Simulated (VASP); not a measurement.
# ZnS (Wurtzite-2H) (P6_3mc) in VASP: further runs

ZnS (Wurtzite-2H) is run at these levels: PBEsol, PBE; tasks: single point.

All numbers are computed with VASP 6.6.1; they aren't measurements. Logs are shortened: lines on timing, memory, paths and dates and some standing lists are left out, and cuts for length are marked.

**Experimental background.**

From a printed reference work, monograph, for a bulk crystal of ZnS at 4 K: band gap 3.911 eV (direct).

The runs below are set against these values where they give the same quantity.

### Step 1. The cell of the first run

The structure is hexagonal, space group P6_3mc (No. 186). Conventional cell: a = 3.811 Å, b = 3.811 Å, c = 6.483 Å, α = 90.00°, β = 90.00°, γ = 120.00°. Within 3.1 Å of Zn (site symmetry 3m) lie 4 S at 2.32 to 2.50 Å. S (site symmetry 3m) has 4 Zn at 2.32 to 2.50 Å within 3.1 Å.

### Step 2. Single point, PBEsol

Contents of INCAR:

```
SYSTEM = ZnS
  PREC = Accurate
  ENCUT = 520
  EDIFF = 1E-6
  ISMEAR = -1
  SIGMA = 0.05
  LREAL = .False.
  LASPH = .True.
  NELM = 60
  ALGO = Normal
  ISIF = 2
  LWAVE = .False.
  LCHARG = .False.
  GGA = PS
  NBANDS = 26
```

Contents of KPOINTS:

```
regular mesh
0
Gamma
  7 7 4
  0 0 0
```

Contents of POSCAR:

```
ZnS
1.0
    3.8110000000      0.0000000000      0.0000000000
   -1.9055000000      3.3004228138      0.0000000000
    0.0000000000      0.0000000000      6.4833600000
Zn S
2 2
Direct
    0.6666666667      0.3333333333      0.5000000000
    0.3333333333      0.6666666667      0.0000000000
    0.6666666667      0.3333333333      0.8850000000
    0.3333333333      0.6666666667      0.3850000000
```

Potentials or basis: VASP PAW PBE potentials, release 64 (Zn, S).

On the command line:

```bash
$ cat potpaw_PBE.64/Zn/POTCAR potpaw_PBE.64/S/POTCAR > POTCAR
$ mpirun -np 1 vasp_std > vasp.out
```

OUTCAR:

```text
SYSTEM = ZnS
   PREC = Accurate
   ENCUT = 520
   EDIFF = 1E-6
   ISMEAR = -1
   LREAL = .False.
   LASPH = .True.
   NELM = 60
   ISIF = 2
   GGA = PS

 ion  position               nearest neighbor table
   1  0.667  0.333  0.500-   4 2.32   4 2.32   4 2.32   3 2.50
   2  0.333  0.667  0.000-   3 2.32   3 2.32   3 2.32   4 2.50
   3  0.667  0.333  0.885-   2 2.32   2 2.32   2 2.32   1 2.50
   4  0.333  0.667  0.385-   1 2.32   1 2.32   1 2.32   2 2.50

  LATTYP: Found a hexagonal cell.
 ALAT       =     3.8110000000
 C/A-ratio  =     1.7012227762

  Lattice vectors:

 A1 = (   3.8110000000,   0.0000000000,   0.0000000000)
 A2 = (  -1.9055000000,   3.3004228138,   0.0000000000)
 A3 = (   0.0000000000,   0.0000000000,   6.4833600000)

Analysis of symmetry for initial positions (statically):
=====================================================================
 Subroutine PRICEL returns:
 Original cell was already a primitive cell.

 Routine SETGRP: Setting up the symmetry group for a
 hexagonal supercell.

 Subroutine GETGRP returns: Found 12 space group operations
 (whereof  6 operations were pure point group operations)
 out of a pool of 24 trial point group operations.

The static configuration has the point symmetry C_3v.
 The point group associated with its full space group is C_6v.

Analysis of symmetry for dynamics (positions and initial velocities):
=====================================================================
 Subroutine PRICEL returns:
 Original cell was already a primitive cell.

 Routine SETGRP: Setting up the symmetry group for a
 hexagonal supercell.

 Subroutine GETGRP returns: Found 12 space group operations
 (whereof  6 operations were pure point group operations)
 out of a pool of 24 trial point group operations.

The dynamic configuration has the point symmetry C_3v.
 The point group associated with its full space group is C_6v.

 Subroutine INISYM returns: Found 12 space group operations
 (whereof  6 operations are pure point group operations),
 and found     1 'primitive' translations

----------------------------------------------------------------------------------------

                                     Primitive cell

  volume of cell :      81.5471

  direct lattice vectors                    reciprocal lattice vectors
     3.811000000  0.000000000  0.000000000     0.262398321  0.151495741  0.000000000
    -1.905500000  3.300422814  0.000000000     0.000000000  0.302991482  0.000000000
     0.000000000  0.000000000  6.483360000     0.000000000  0.000000000  0.154241011

  length of vectors
     3.811000000  3.811000000  6.483360000     0.302991482  0.302991482  0.154241011

  position of ions in fractional coordinates (direct lattice)
     0.666666667  0.333333333  0.500000000
     0.333333333  0.666666667  0.000000000
     0.666666667  0.333333333  0.885000000
     0.333333333  0.666666667  0.385000000

  ion indices of the primitive-cell ions
   primitive index   ion index
                 1           1
                 2           2
                 3           3
                 4           4

----------------------------------------------------------------------------------------

 KPOINTS: regular mesh

Automatic generation of k-mesh.
 Grid dimensions read from file:
 generate k-points for:    7    7    4

 Generating k-lattice:

  Cartesian coordinates                     Fractional coordinates (reciprocal lattice)
     0.037485474  0.021642249  0.000000000     0.142857143  0.000000000  0.000000000
     0.000000000  0.043284497  0.000000000     0.000000000  0.142857143  0.000000000
     0.000000000  0.000000000  0.038560253     0.000000000  0.000000000  0.250000000

  Length of vectors
     0.043284497  0.043284497  0.038560253

  Shift w.r.t. Gamma in fractional coordinates (k-lattice)
     0.000000000  0.000000000  0.000000000

 Subroutine IBZKPT returns following result:
 ===========================================

 Found     24 irreducible k-points:

 Following reciprocal coordinates:
            Coordinates               Weight
  0.000000  0.000000  0.000000      1.000000
  0.142857  0.000000  0.000000      6.000000
  0.285714 -0.000000  0.000000      6.000000
  0.428571  0.000000  0.000000      6.000000
  0.142857  0.142857  0.000000      6.000000
  0.285714  0.142857  0.000000     12.000000
[... 16 lines left out ...]
  0.428571  0.142857  0.500000      6.000000
  0.285714  0.285714  0.500000      6.000000
   k-points           NKPTS =     24   k-points in BZ     NKDIM =     24   number of bands    NBANDS=     26
   number of dos      NEDOS =    301   number of ions     NIONS =      4
   total plane-waves  NPLWV =  37632
   dimension x,y,z NGX =    28 NGY =   28 NGZ =   48
   dimension x,y,z NGXF=    56 NGYF=   56 NGZF=   96
   ions per type =               2   2
   NGX,Y,Z   is equivalent  to a cutoff of  12.21, 12.21, 12.31 a.u.
   NGXF,Y,Z  is equivalent  to a cutoff of  24.43, 24.43, 24.62 a.u.
 SYSTEM =  ZnS
   PREC   = accura    normal or accurate (medium, high low for compatibility)
   ISTART =      0    job   : 0-new  1-cont  2-samecut
   ICHARG =      2    charge: 1-file 2-atom 10-const
   ISPIN  =      1    spin polarized calculation?
   LNONCOLLINEAR =      F non collinear calculations
   LSORBIT =      F    spin-orbit coupling
   LASPH  =      T    aspherical Exc in radial PAW
   ENCUT  =  520.0 eV  38.22 Ry    6.18 a.u.   7.09  7.09 12.05*2*pi/ulx,y,z
   NELM   =     60;   NELMIN=  2; NELMDL= -5     # of ELM steps
   EDIFF  = 0.1E-05   stopping-criterion for ELM
   LREAL  =      F    real-space projection
   EDIFFG = 0.1E-04   stopping-criterion for IOM
   NSW    =      0    number of steps for IOM
   IBRION =     -1    ionic relax: 0-MD 1-quasi-New 2-CG
   NFREE  =      0    steps in history (QN), initial steepest desc. (CG)
   ISIF   =      2    stress and relaxation
   ISYM   =      2    0-nonsym 1-usesym 2-fastsym
   POTIM  = 0.5000    time-step for ionic-motion
   TEBEG  =    0.0;   TEEND  =   0.0 temperature during run
   PSTRESS=    0.0 pullay stress
   NELECT =      36.0000    total number of electrons
   NUPDOWN=      -1.0000    fix difference up-down
   EMIN   =  10.00;   EMAX   =-10.00  energy-range for DOS
   EFERMI =   0.00;   METHOD = LEGACY
   ISMEAR =    -1;   SIGMA  =   0.05  broadening in eV -4-tet -1-fermi 0-gaus
   EFERMI_NEDOS =   21; number of points for ismear=-14 and -15
   IALGO  =     38    algorithm
   IMIX   =      4    mixing-type and parameters
     AMIX     =   0.40;   BMIX     =  1.00
     AMIX_MAG =   1.60;   BMIX_MAG =  1.00
  volume/ion in A,a.u.               =      20.39       137.58
  Fermi-wavevector in a.u.,A,eV,Ry     =   1.246540  2.355618 21.141565  1.553861
  Thomas-Fermi vector in A             =   2.380712
   LORBIT       =      0    0 simple, 1 ext, 2 COOP (PROOUT), +10 PAW based schemes
   GGA     = PS    functional components
   LHFCALC =     F    Hartree Fock is set to
   AEXX    =    0.0000 exact exchange contribution
   IVDW    =     0    specifies the selected vdW correction
   LEPSILON=     F    determine dielectric tensor
   LRPA    =     F    only Hartree local field effects (RPA)
 non-spin polarized calculation
  energy-cutoff  :      520.00
  volume of cell :       81.55
 maximum number of plane-waves:      2209
   NGX = 15   NGY = 15   NGZ = 25

 number of electron      35.9999996 magnetization

 Free energy of the ion-electron system (eV)
  ---------------------------------------------------
  ext. energy  EPLUGINS =         0.00000000
  ---------------------------------------------------
  free energy    TOTEN  =       -15.04900981 eV

  energy without entropy =      -15.04900981  energy(sigma->0) =      -15.04900981

 E-fermi :   2.7256     XC(G=0):  -9.6848

 val. band max:        1.7426097838   @ k =   0.0000   0.0000   0.0000
 cond. band min:       3.6302456685   @ k =   0.0000   0.0000   0.0000
 fundamental gap:      1.8876358847
 Fermi energy:         2.7255800165

 k-point     1 :       0.0000    0.0000    0.0000
  band No.  band energies     occupation
      1     -11.2445      2.00000
      2     -10.4638      2.00000
      3      -4.5714      2.00000
      4      -4.5714      2.00000
      5      -4.5191      2.00000
      6      -4.5191      2.00000
[... 18 lines left out ...]
     25       9.2837      0.00000
     26      10.3922      0.00000

 k-point     2 :       0.1429    0.0000    0.0000
  band No.  band energies     occupation
      1     -11.1080      2.00000
      2     -10.3775      2.00000
      3      -4.5791      2.00000
      4      -4.5395      2.00000
      5      -4.5077      2.00000
      6      -4.4792      2.00000
[... 18 lines left out ...]
     25       9.8253      0.00000
     26       9.8977      0.00000

 k-point     3 :       0.2857   -0.0000    0.0000
  band No.  band energies     occupation
      1     -10.7589      2.00000
      2     -10.1869      2.00000
      3      -4.5668      2.00000
      4      -4.4750      2.00000
      5      -4.4683      2.00000
      6      -4.3850      2.00000
[... 18 lines left out ...]
     25      10.0641      0.00000
     26      10.5425      0.00000

 k-point     4 :       0.4286    0.0000    0.0000
  band No.  band energies     occupation
      1     -10.3985      2.00000
      2     -10.0666      2.00000
      3      -4.5229      2.00000
      4      -4.4353      2.00000
      5      -4.3740      2.00000
      6      -4.3076      2.00000
[... 18 lines left out ...]
     25      10.4273      0.00000
     26      12.5141      0.00000
[... 496 lines left out ...]
      1     -10.2912      2.00000
      2     -10.2912      2.00000
      3      -4.4784      2.00000
      4      -4.4784      2.00000
      5      -4.3843      2.00000
      6      -4.3843      2.00000
[... 18 lines left out ...]
     25      10.3236      0.00000
     26      10.3236      0.00000

 k-point    23 :       0.4286    0.1429    0.5000
  band No.  band energies     occupation
      1     -10.1579      2.00000
      2     -10.1579      2.00000
      3      -4.4543      2.00000
      4      -4.4543      2.00000
      5      -4.3597      2.00000
      6      -4.3597      2.00000
[... 18 lines left out ...]
     25      11.3246      0.00000
     26      11.3246      0.00000

 k-point    24 :       0.2857    0.2857    0.5000
  band No.  band energies     occupation
      1     -10.1286      2.00000
      2     -10.1286      2.00000
      3      -4.4054      2.00000
      4      -4.4054      2.00000
      5      -4.3340      2.00000
      6      -4.3340      2.00000
[... 18 lines left out ...]
     25      10.7024      0.00000
     26      10.7024      0.00000

------------------------ aborting loop because EDIFF is reached ----------------------------------------

  FORCE on cell =-STRESS in cart. coord.  units (eV):
  Direction    XX          YY          ZZ          XY          YZ          ZX
  --------------------------------------------------------------------------------------
  -------------------------------------------------------------------------------------
  Total       -0.7643339     -0.7643339     -3.4593803      0.0000000      0.0000000      0.0000000
  in kB      -15.0170650    -15.0170650    -67.9673313      0.0000000      0.0000000      0.0000000
  external PRESSURE =     -32.6671538 kB  Pullay stress =       0.0000000 kB

 VOLUME and BASIS-vectors are now :
 -----------------------------------------------------------------------------
  energy-cutoff  :      520.00
  volume of cell :       81.55
      direct lattice vectors                 reciprocal lattice vectors
     3.811000000  0.000000000  0.000000000     0.262398321  0.151495741  0.000000000
    -1.905500000  3.300422814  0.000000000     0.000000000  0.302991482  0.000000000
     0.000000000  0.000000000  6.483360000     0.000000000  0.000000000  0.154241011

 POSITION                                       TOTAL-FORCE (eV/Angst)
 -----------------------------------------------------------------------------------
      1.90550      1.10014      3.24168        -0.000000     -0.000000      0.360879
     -0.00000      2.20028      0.00000         0.000000     -0.000000      0.360879
      1.90550      1.10014      5.73777        -0.000000      0.000000     -0.360879
     -0.00000      2.20028      2.49609         0.000000     -0.000000     -0.360879
 -----------------------------------------------------------------------------------
    total drift:                               -0.000000     -0.000000      0.000018

  FREE ENERGIE OF THE ION-ELECTRON SYSTEM (eV)
  ---------------------------------------------------
  free  energy   TOTEN  =       -15.0490098108 eV

  energy  without entropy=      -15.0490098106  energy(sigma->0) =      -15.04900981
```

It took 55 s on 1 thread of AMD EPYC 7R43 (Zen 3), shared host; peak memory 0.16 GiB.

What came out:

| Property | Result |
| --- | --- |
| Free energy | -15.0490 eV |
| Pressure | -3.3 GPa |
| Largest force | 0.361 eV/Å |
| Band gap on the k mesh | 1.89 eV, direct |

Forces in eV/Å, atoms in the order of the input:
```
Zn   0.000  0.000  0.361
Zn   0.000  0.000  0.361
S    0.000  0.000 -0.361
S    0.000  0.000 -0.361
```

Caveat: the PAW data sets were made with another functional, which shifts forces and pressure a little.

### Step 3. Single point, PBE

This run uses another cell than the first one, of 19.60 Å³/atom, 0.962 times its volume.

Contents of INCAR:

```
SYSTEM = ZnS
PREC     = Accurate       ! precision mode
ENCUT    = 520            ! plane-wave cutoff, eV
EDIFF    = 1E-7           ! SCF threshold, eV
ISMEAR   = 1              ! smearing method
SIGMA    = 0.05           ! smearing width, eV
LREAL    = .FALSE.        ! projectors in reciprocal space
LASPH    = .TRUE.         ! aspherical terms in the spheres
NELM     = 80             ! most SCF steps
ALGO     = Normal         ! electronic algorithm
ISIF     = 2              ! what is computed and relaxed
LWAVE    = .FALSE.        ! write WAVECAR
LCHARG   = .FALSE.        ! write CHGCAR
GGA      = PE             ! functional
NBANDS   = 26             ! bands
```

Contents of KPOINTS:

```
regular mesh
0
G
  7 7 4
  0 0 0
```

Edit POSCAR of step 2 so:

```diff
@@ -4,3 +4,3 @@
    -1.9055000000      3.3004228138      0.0000000000
-    0.0000000000      0.0000000000      6.4833600000
+    0.0000000000      0.0000000000      6.2340000000
 Zn S
```

Potentials or basis: VASP PAW PBE potentials, release 64 (Zn, S).

On the command line:

```bash
$ cat potpaw_PBE.64/Zn/POTCAR potpaw_PBE.64/S/POTCAR > POTCAR
$ mpirun -np 1 vasp_std > vasp.out
```

Run time: 36 s. Hardware: 1 thread of Intel Xeon Platinum 8259CL at 2.50GHz (Skylake/Cascade Lake), shared host; peak memory 0.2 GiB.

The run converged. Its results:

| Item | Value |
| --- | --- |
| Free energy | -13.6531 eV |
| Pressure | 2.5 GPa |
| Largest force | 0.323 eV/Å |
| Band gap on the k mesh | 2.25 eV, direct |

Forces on the atoms (eV/Å):
```
Zn   0.000  0.000  0.323
Zn   0.000  0.000  0.323
S    0.000  0.000 -0.323
S    0.000  0.000 -0.323
```

Stress tensor (GPa, compression positive):
```
3.19 0.00 0.00
0.00 3.19 0.00
0.00 0.00 1.11
```

Levels at points of the mesh, in eV from the valence-band top:
| k point | band 14 | band 15 | band 16 | band 17 | band 18 | band 19 | band 20 | band 21 | band 22 | band 23 |
| --- | --- | --- | --- | --- | --- | --- | --- | --- | --- | --- |
| (0.00, 0.00, 0.00) | -0.86 | -0.86 | -0.01 | -0.01 | 0.00 | 2.25 | 3.00 | 6.30 | 6.30 | 6.61 |
| (0.00, 0.00, 0.50) | -2.76 | -0.45 | -0.45 | -0.45 | -0.45 | 3.51 | 3.51 | 6.73 | 6.73 | 6.73 |

### Step 4. Comparison with measurements

Step 3. Against the measured gap of ZnS, 3.911 eV (direct; 4 K; a printed reference work, monograph), the calculated 2.25 eV is off by -1.66 eV. The value is that of PBE, without temperature or zero-point motion. Semilocal functionals fall short of measured gaps as a rule.
